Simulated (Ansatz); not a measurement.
# Cobalt, fcc under PBEsol: structure, energy and stiffness

Aim: take cobalt in the fcc structure, relax it, solve it on a dense k-mesh, then scale the cell to 7 volumes from 88 to 112 % of the relaxed one and try a fit of the equation of state. The start is antiferromagnetic (type I, layers along [001]). The k-meshes are 12×12×9 for the relaxation; 21×21×15 for the dense run; 15×15×10 for the volumes.

Method: DFT PBEsol, plane waves (420 eV) with PAW, scalar-relativistic; PAW files made under PBE, frozen cores solved again for the functional, in Ansatz 0.2.0.

## (1) The structure to begin with

Symmetry: Fm-3m, No. 225, cubic system. The conventional cell has a = 3.538 Å, b = 3.538 Å, c = 3.538 Å, α = 90.00°, β = 90.00°, γ = 90.00°. Around Co (site symmetry m-3m) lie 12 Co at 2.50 Å.

Coordinates:

```xyz
2
Lattice="2.5019 0.0000 0.0000 0.0000 2.5019 0.0000 0.0000 0.0000 3.5382" Properties=species:S:1:pos:R:3 pbc="T T T"
Co    0.0000    0.0000    0.0000
Co    1.2509    1.2509    1.7691
```

Starting moments (μB): +1.7, -1.7.

## (2) Relaxation of the cell

The input, input.yaml:

```yaml
crystal:
  lattice:
    - [2.5018880127, 0.0, 0.0]
    - [0.0, 2.5018880127, 0.0]
    - [0.0, 0.0, 3.5382039592]
  atoms:
    - { symbol: Co, position: [0.0, 0.0, 0.0], spin: 1.7 }
    - { symbol: Co, position: [0.5, 0.5, 0.5], spin: -1.7 }
hamiltonian:
  xc: pbesol
  pseudopotentials:
    kind: paw
    azcp:
      Co: "pseudopotentials/Co.paw.azcp"
basis:
  ecutwfc: 420
  fft_grid_basis: typed
kpoints:
  mp_grid: { grid: [12, 12, 9], shift: [0, 0, 0] }
magnetization:
  spin_polarized: true
scf:
  occupations: { method: fermi_dirac, width: 0.05 }
relax:
  max_steps: 60
  f_tol: 0.01
  cell: {}
```

Started as:

```sh
> ansatz run input.yaml --threads 2 --pin off --max-ram 5120MiB --backend cpu --events-out ev --progress --plain --runs-dir out
```

After this run come: The energy on a finer k-mesh; Volume × 0.88; Volume × 0.92; Volume × 0.96; Volume × 1.0; Volume × 1.04; Volume × 1.08; Volume × 1.12.

Before running it: what results should come out? Wanted: space group; conventional cell; volume; shortest distance; gap on the mesh; magnetic state; relative to hcp, ferromagnetic; V₀, B₀, B₀′.

As calculated:

| quantity | value |
| --- | --- |
| space group (spins left aside) | Fm-3m (No. 225) |
| conventional cell | a = 3.406 Å |
| volume | 9.881 Å³/atom |
| shortest distance | 2.409 Å |
| gap on the mesh | none (levels filled in part) |
| magnetic state | ferromagnetic, up to 1.62 μB per atom |
| relative to hcp, ferromagnetic | +43 meV/atom |
| V₀, B₀, B₀′ | 10.438 Å³/atom, 251 GPa, 3.6 |

From the guessed start the volume shrank by 10.8 % in 7 steps. Against the reference form of cobalt (hcp, ferromagnetic, computed apart with the same settings) it stands 43 meV/atom higher. It ends ferromagnetic, with up to 1.62 μB per atom. That is not the order it started in. No gap shows: it is a metal or semimetal at this level. The moment runs from 1.01 to 1.72 μB across the volumes, and this change enters B₀ and B₀′. B₀ comes out at 251 GPa. Relaxation kept the symmetry; phonons were not checked.
